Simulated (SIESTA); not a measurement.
**Zr in SIESTA: the effect of Hubbard term**

The system is Zr, a slab with vacuum.

```
Zr
1.0
     3.18905    0.00000    0.00000
     0.00000    4.51000    0.00000
     0.00000    0.00000   24.56715
Zr
7
Direct
  0.50000 0.50000 0.30529
  0.00000 0.00000 0.37019
  0.50000 0.50000 0.43510
  0.00000 0.00000 0.50000
  0.50000 0.50000 0.56490
  0.00000 0.00000 0.62981
  0.50000 0.50000 0.69471
```

The slab is cut from a database's or a generator's crystal, which needn't be the stable form of the element.

Alike in all runs:

```yaml
Program: SIESTA 5.4.2
Task: band structure
Functional: PBE
Potentials_or_basis: PseudoDojo 0.4 standard (PBE files)
Basis: DZP (energy shift 0.003 Ry; two zetas on semicore shells)
Grid_cutoff: 800 Ry
Energy_shift: 0.003 Ry
k_mesh: 8 × 6 × 1
Occupations: fermi-dirac, width 0.05 eV
Spin: no spin polarisation
dipole_correction: yes
Hubbard_projector_method: 1
U_from_the_first_cycle: yes
```

```tsv
Hubbard term	largest force (eV/Å)
none	0.47
Zr d U = 2 eV	?
Zr d U = 4 eV	0.81
```

Question: What does the run with Hubbard term Zr d U = 2 eV give?

Answer: Largest force 0.44 eV/Å.

Caveats: U without spin polarisation on a metal has little footing (some runs); the U is typed as a test and isn't derived for this compound (some runs).
